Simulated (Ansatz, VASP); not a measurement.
## One calculation of CdSe, two programs

File POSCAR:

```
CdSe
1.0
    0.0000000000      3.0702711986      3.0702711986
    3.0702711986      0.0000000000      3.0702711986
    3.0702711986      3.0702711986      0.0000000000
Cd Se
1 1
Direct
    0.0000000000      0.0000000000      0.0000000000
    0.7500000000      0.7500000000      0.7500000000
```

The input INCAR.step1:

```
SYSTEM = CdSe
PREC     = Accurate       ! precision mode
ENCUT    = 520            ! plane-wave cutoff, eV
ISMEAR   = 0              ! smearing method
SIGMA    = 0.1            ! smearing width, eV
LREAL    = .FALSE.        ! projectors in reciprocal space
LASPH    = .TRUE.         ! aspherical terms in the spheres
NELM     = 100            ! most SCF steps
NBANDS   = 16             ! bands
GGA      = PE             ! functional
ALGO     = Normal         ! electronic algorithm
EDIFF    = 1E-4           ! SCF threshold, eV
LWAVE    = .TRUE.         ! write WAVECAR
LCHARG   = .FALSE.        ! write CHGCAR
```

The input INCAR.step2:

```
SYSTEM = CdSe
PREC     = Accurate       ! precision mode
ENCUT    = 520            ! plane-wave cutoff, eV
EDIFF    = 1E-7           ! SCF threshold, eV
ISMEAR   = 0              ! smearing method
SIGMA    = 0.1            ! smearing width, eV
LREAL    = .FALSE.        ! projectors in reciprocal space
LASPH    = .TRUE.         ! aspherical terms in the spheres
NELM     = 100            ! most SCF steps
ALGO     = Normal         ! electronic algorithm
ISIF     = 2              ! what is computed and relaxed
LWAVE    = .FALSE.        ! write WAVECAR
LCHARG   = .FALSE.        ! write CHGCAR
METAGGA  = R2SCAN         ! meta-GGA
LMIXTAU  = .TRUE.       
NBANDS   = 16             ! bands
ISTART   = 1
```

File KPOINTS:

```
regular mesh
0
G
  6 6 6
  0 0 0
```

Input for Ansatz:

```yaml
crystal:
  lattice:
    - [0.0, 3.0702711986, 3.0702711986]
    - [3.0702711986, 0.0, 3.0702711986]
    - [3.0702711986, 3.0702711986, 0.0]
  atoms:
    - { symbol: Cd, position: [0.0, 0.0, 0.0] }
    - { symbol: Se, position: [0.75, 0.75, 0.75] }
basis:
  ecutwfc: 500
kpoints:
  mp_grid: { grid: [6, 6, 6] }
hamiltonian:
  xc: r2scan
scf:
  occupations: { method: gaussian, width: 0.1 }
output:
  forces: true
  stress: true
  eigenvalues: true
```

Measurements of this composition are mostly on another form, of space group No. 186.

Alike in both runs: task single point; functional r2SCAN; k mesh 6 × 6 × 6; occupations gaussian, width 0.1 eV; no spin polarisation.

```csv
,VASP,Ansatz
version,VASP 6.6.1,Ansatz 0.2.0
potentials or method,"VASP PAW PBE potentials, release 64 (Cd, Se)","scalar-relativistic, plane waves, PAW"
plane-wave cutoff (eV),520,500
valence electrons in the cell,18,36
```

VASP gave:

- gap on the k mesh at the Fermi level (eV): 1.02
- least direct gap on the mesh (eV): 1.02
- pressure (GPa): 0.1

Problem. Which values does Ansatz return?

Solution. gap on the k mesh at the Fermi level (eV): 1.03; least direct gap on the mesh (eV): 1.03; pressure (GPa): -0.2.

The two sets of potentials don't hold the same shells in valence.

Caveats: the PAW data sets were made with another functional, which shifts forces and pressure a little (VASP). r2SCAN opens gaps a little over a GGA but as a rule still falls short of measured ones.
